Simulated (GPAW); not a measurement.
The system is CuO.

```
Cu O
1.0
     4.16094    0.00000    0.00000
     0.00000    4.16094    0.00000
     0.00000    0.00000    3.88764
Cu O
3 3
Direct
  0.50000 0.00000 0.50000
  0.00000 0.50000 0.50000
  0.00000 0.00000 0.00000
  0.00000 0.00000 0.50000
  0.50000 0.00000 0.00000
  0.00000 0.50000 0.00000
```

Measurements of this composition are mostly on another form, of space group No. 15.

```yaml
Program: GPAW 26.7.0
Task: relaxation of cell and atoms
Functional: PBEsol
Dispersion: D3
Potentials_or_basis: PAW data sets generated in the run's folder for this functional
Cutoff: 800 eV
Basis: pw
k_mesh: 4 × 4 × 4
Occupations: fermi-dirac, width 0.05 eV
Spin: no spin polarisation
```

At the start: pressure -5.7 GPa; volume 11.22 Å³/atom.

Where does the relaxation end?

Over 9 steps the energy falls by 7.5 meV/atom and the volume is 10.69 Å³/atom (-4.7 %); space group P4/mmm (No. 123, to 0.05 Å).

Step by step:
```csv
step,energy change (eV),largest force (eV/Å),pressure (GPa),volume (Å³)
1,0.0000,0.0000,-5.67,67.31
2,-0.0060,0.0000,-5.24,67.12
3,-0.0332,0.0000,0.12,64.93
4,-0.0341,0.0000,-0.11,65.00
5,-0.0380,0.0000,-0.85,65.13
6,-0.0424,0.0000,-1.27,65.04
7,-0.0454,0.0000,-1.00,64.62
8,-0.0454,0.0000,-0.36,64.25
9,-0.0451,0.0000,-0.07,64.15
```

Final structure:
```
Cu O
1.0
     4.05818    0.00000    0.00000
     0.00000    4.05818    0.00000
     0.00000    0.00000    3.89548
Cu O
3 3
Direct
  0.50000 0.00000 0.50000
  0.00000 0.50000 0.50000
  0.00000 0.00000 0.00000
  0.00000 0.00000 0.50000
  0.50000 0.00000 0.00000
  0.00000 0.50000 0.00000
```

Caveat: the k mesh is coarse (spacing up to 0.40 Å⁻¹), so the values aren't converged; with this Cu data set, volumes or pressures lay over 1.5 % or 2 GPa off other programs in two to four cells of ten; later steps reuse the first step's grids; an odd number of electrons without spin polarisation forces a metal; a magnetic or distorted state may lie lower; the run has no spin polarisation, though such a crystal can be magnetic; pairwise dispersion overbinds metals, which lowers pressure and volume.
